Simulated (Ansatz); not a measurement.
Ti2O: equation of state with LDA

Ti2O:

```
CELL_PARAMETERS angstrom
2.91940 0.00000 0.00000
-1.45970 2.52827 0.00000
0.00000 0.00000 4.71300
ATOMIC_POSITIONS crystal
Ti 0.33333 0.66667 0.72126
Ti 0.66667 0.33333 0.27874
O 0.00000 0.00000 0.00000
```

- Program: Ansatz 0.2.0
- Task: equation of state
- Functional: LDA
- Potentials or basis: Ansatz PAW
- Cutoff: 420 eV
- Density cutoff: 1680 eV
- k mesh: 10 × 10 × 6
- Occupations: fermi-dirac, width 0.05 eV
- Spin: no spin polarisation

```
Equilibrium volume                        : 11.50 Å³/atom
Bulk modulus at fixed shape and positions : 214 GPa
Pressure derivative of the bulk modulus   : 4.2
```

Energy against volume, from the lowest point:
```csv
volume (Å³/atom),energy (meV/atom)
10.900,22.26
11.132,7.72
11.364,0.52
11.596,0.00
11.828,5.49
12.059,16.34
12.291,32.07
```

All runs of the series together: 9.2 s on 2 threads of Arm Neoverse V2, with other jobs on the host.

Caveat: the cell was scaled at fixed shape and fractional positions, which overstates the stiffness of a crystal with free parameters, most of all of layers and chains.
